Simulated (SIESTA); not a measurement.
C:

```xyz
12
Lattice="2.5221 0.0000 0.0000 -1.2611 2.1842 0.0000 0.0000 0.0000 12.3557" Properties=species:S:1:pos:R:3 pbc="T T T"
C     1.2611    0.7281    4.3760
C     0.0000    1.4561   10.5539
C     1.2611    0.7281    1.8018
C     0.0000    1.4561    7.9797
C     1.2611    0.7281    5.9205
C     0.0000    1.4561   12.0983
C     1.2611    0.7281    0.2574
C     0.0000    1.4561    6.4352
C     0.0000    0.0000   10.0390
C     0.0000    0.0000    3.8612
C     0.0000    0.0000    8.4945
C     0.0000    0.0000    2.3167
```

This is a hexagonal form of diamond, not graphite.

Base run:

```yaml
Program: SIESTA 5.4.2
Functional: VV10
Potentials_or_basis: PseudoDojo 0.4 standard (PBE files)
Basis: DZP (energy shift 0.002 Ry)
Grid_cutoff: 500 Ry
Energy_shift: 0.002 Ry
k_mesh: 12 × 12 × 3
Occupations: fermi-dirac, width 0.05 eV
Spin: no spin polarisation
```

Its results: band gap on the k mesh 4.66 eV, indirect (least direct gap 5.49 eV); pressure 18.8 GPa; largest force 0.337 eV/Å.

**Question.** The run is repeated on the same cell with these changes: functional from VV10 to BP86. What comes out?

**Answer.** Band gap on the k mesh 4.58 eV, indirect (least direct gap 5.43 eV); pressure 13.9 GPa; largest force 0.342 eV/Å.

Caveats: the potentials were made for another functional, which shifts forces and pressure; the basis of atomic orbitals isn't converged, which shifts pressures, moduli and gaps; the non-local part is tabulated coarsely and may be off by about a percent (some runs); so large a pressure means that the cell lies far from this level's equilibrium, or that cutoff or potentials fall short (some runs).
